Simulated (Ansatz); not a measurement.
## A computed series for Li3N: response to strain

The reference is Li$_{3}$N (space group P6/mmm, No. 191; a = 3.610 Å, c = 3.856 Å). Axes: x lies along a and z along c of the hexagonal cell.

Strains are applied to the cell and any free atomic positions relax; under biaxial strain the out-of-plane vector relaxes too.

Method: r2SCAN/PAW in Ansatz (a program for electronic structure), without spin-orbit coupling.

```csv
case,smallest direct gap,shortest interatomic distance,gap character
base,1.69 eV,1.928 Å,"indirect, A → Γ"
"biaxial strain −4.04 %, plane normal [001], relaxed out of plane",1.73 eV,1.935 Å,"indirect, A → L"
"biaxial strain −3.37 %, plane normal [001], relaxed out of plane",1.72 eV,1.934 Å,"indirect, A → L"
"biaxial strain −0.83 %, plane normal [001], relaxed out of plane",1.70 eV,1.929 Å,"indirect, A → Γ"
"biaxial strain +1.58 %, plane normal [001], relaxed out of plane",1.66 eV,1.925 Å,"indirect, A → Γ"
"biaxial strain +3.03 %, plane normal [001], relaxed out of plane",1.63 eV,1.923 Å,"indirect, A → Γ"
isotropic strain −2.23 %,(withheld),1.885 Å,"indirect, A → L"
isotropic strain −1.46 %,1.83 eV,1.900 Å,"indirect, A → L"
uniaxial strain ε_zz = −4.05 %,1.98 eV,1.850 Å,"indirect, A → L"
tensor shear ε_xy = −2.32 %,1.65 eV,1.928 Å,"indirect, Z → Γ"
```

Question: Complete the table.

Answer: 
- isotropic strain −2.23 %, smallest direct gap: 1.91 eV

Whether these cells are dynamically stable was not tested. k-point labels follow each cell's own Brillouin zone.
